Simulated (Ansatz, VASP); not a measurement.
# One calculation of Sb, two programs

```
CELL_PARAMETERS angstrom
3.16000 0.00000 0.00000
0.00000 3.20740 0.00000
0.00000 0.00000 3.16000
ATOMIC_POSITIONS crystal
Sb 0.00000 0.00000 0.00000
```

Change from the starting cell: strain +0.0150 x Voigt [0, 1, 0, 0, 0, 0], atoms carried along.

Alike in both runs: task single point; functional PBEsol; k mesh 16 × 16 × 16; occupations gaussian, width 0.15 eV; no spin polarisation.

|  | VASP | Ansatz |
| --- | --- | --- |
| version | VASP 6.6.1 | Ansatz 0.2.0 |
| potentials or method | VASP PAW PBE potentials, release 64 (Sb) | scalar-relativistic, plane waves, PAW |
| plane-wave cutoff (eV) | 520 | 420 |
| valence electrons in the cell | 5 | 15 |

Ansatz gave:

* gap on the k mesh at the Fermi level (eV): none
* pressure (GPa): -5.4
* largest component of the traceless stress (GPa): 0.77

Problem. Which values does VASP return?

Solution. gap on the k mesh at the Fermi level (eV): none; pressure (GPa): -5.4; largest component of the traceless stress (GPa): 0.78.

A gap of «none» marks a metal or a gap that the smearing closes. The two sets of potentials don't hold the same shells in valence.

Caveats: the PAW data sets were made with another functional, which shifts forces and pressure a little (VASP). Spin-orbit coupling is left out, which matters for the levels of Sb.
